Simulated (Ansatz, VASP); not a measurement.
**One calculation of Sr, two programs**

```xyz
1
Lattice="2.0417 -3.5339 0.0000 2.0417 3.5339 0.0000 0.0000 0.0000 3.8168" Properties=species:S:1:pos:R:3 pbc="T T T"
Sr    0.0000    0.0000    0.0000
```

Alike in both runs: functional PBE; k mesh 16 × 16 × 14; occupations gaussian, width 0.1 eV; no spin polarisation.

Ansatz relaxed the structure, and its values are those at the end. VASP's run is a single point on that final structure, the one shown.

|  | VASP | Ansatz |
| --- | --- | --- |
| version | VASP 6.6.1 | Ansatz 0.2.0 |
| potentials or method | VASP PAW PBE potentials, release 64 (Sr_sv) | scalar-relativistic, plane waves, PAW |
| plane-wave cutoff (eV) | 520 | 420 |
| valence electrons in the cell | 10 | 10 |

```csv
,VASP,Ansatz,Ansatz less VASP
gap on the k mesh at the Fermi level (eV),none,none,-
pressure (GPa),0.0,0.0,0.00
```

A gap of «none» marks a metal or a gap that the smearing closes.
